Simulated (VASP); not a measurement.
PtS2:

```
Pt S
1.0
     3.54320    0.00000    0.00000
    -1.77160    3.06850    0.00000
     0.00000    0.00000    5.03880
Pt S
1 2
Direct
  0.00000 0.00000 0.00000
  0.66667 0.33333 0.77300
  0.33333 0.66667 0.22700
```

* Program: VASP 6.6.1
* Task: relaxation of cell and atoms
* Functional: LDA
* Potentials or basis: VASP PAW LDA potentials, release 64 (Pt, S)
* Cutoff: 600 eV
* k mesh: 9 × 9 × 5
* Occupations: fermi-dirac, width 0.05 eV
* Spin: no spin polarisation

At the start: pressure 3.6 GPa; volume 18.26 Å³/atom.

Question: How do energy, volume and symmetry change on relaxing?

Answer: Over 24 steps the energy falls by 30.6 meV/atom and the volume is 16.65 Å³/atom (-8.8 %); space group P-3m1 (No. 164, to 0.05 Å).

Step by step:
```csv
step,energy change (eV),largest force (eV/Å),pressure (GPa),volume (Å³)
1,0.0000,0.8050,3.59,54.78
2,0.0381,0.4672,-7.52,58.09
3,-0.0252,0.2794,-1.14,56.02
4,-0.0369,0.1819,-0.84,55.49
5,-0.0434,0.0329,-0.36,54.71
6,-0.0492,0.0890,0.15,54.14
7,-0.0614,0.2621,1.93,52.42
8,-0.0504,0.6275,6.67,49.00
9,-0.0625,0.4118,3.57,51.24
10,-0.0633,0.4086,3.53,51.20
11,-0.0655,0.3988,3.43,51.08
12,-0.0698,0.3799,3.29,50.84
13,-0.0770,0.3445,3.00,50.34
14,-0.0850,0.2683,2.61,49.34
15,-0.0849,0.2250,2.54,48.90
16,-0.0852,0.2407,2.57,49.05
17,-0.0882,0.1890,1.84,49.33
18,-0.0915,0.0588,0.08,50.05
19,-0.0915,0.0537,0.00,50.07
20,-0.0916,0.0495,-0.02,50.06
21,-0.0917,0.0386,0.02,50.03
22,-0.0919,0.0162,0.03,49.97
23,-0.0917,0.0285,0.07,49.85
24,-0.0919,0.0053,0.04,49.94
```

Final structure:
```
CELL_PARAMETERS angstrom
3.56024 0.00000 0.00000
-1.78012 3.08326 0.00000
0.00000 0.00000 4.54932
ATOMIC_POSITIONS crystal
Pt 0.00000 0.00000 0.00000
S 0.66667 0.33333 0.73874
S 0.33333 0.66667 0.26126
```
